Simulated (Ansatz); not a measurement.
# Ga (bcc type): the cost of one run

Program: Ansatz 0.2.0. Level of theory: DFT PBE, scalar-relativistic. These are calculated values, not measurements.

1 further run of the same task is left out (set aside as unsound or not needed).

## Step 1: Starting point

Symmetry: Im-3m, No. 229, cubic system. Conventional cell: a = 3.376 Å, b = 3.376 Å, c = 3.376 Å, α = 90.00°, β = 90.00°, γ = 90.00°. Ga (site symmetry m-3m) has 8 Ga at 2.92 Å as nearest neighbours.

Coordinates:

```
CELL_PARAMETERS angstrom
-1.68798 1.68798 1.68798
1.68798 -1.68798 1.68798
1.68798 1.68798 -1.68798
ATOMIC_POSITIONS crystal
Ga 0.00000 0.00000 0.00000
```

## Step 2: The deformed structure

Space group Im-3m before, I4/mmm after.

## Step 3: Full-potential LAPW

input.yaml reads:

```yaml
crystal:
  lattice:
    - [-1.7138814724, 1.7138814724, 1.6373381664]
    - [1.7138814724, -1.7138814724, 1.6373381664]
    - [1.7138814724, 1.7138814724, -1.6373381664]
  atoms:
    - { symbol: Ga, position: [0.0, 0.0, 0.0] }
kpoints:
  mp_grid: { grid: [17, 17, 17] }
scf:
  occupations: { method: fermi_dirac, width: 0.03 }
hamiltonian:
  xc: pbe
  pseudopotentials: { kind: all_electron, lapw: { basis_error: 0.00025 } }
output:
  forces: true
  stress: true
  eigenvalues: true
```

On the command line:

```
ansatz run input.yaml --threads 1 --pin off --max-ram 2048MiB --backend cpu --events-out ev --progress --plain --runs-dir out
```

**Question.** How long does this run take on 1 thread of Arm Neoverse V2, shared host?

About 28 s.
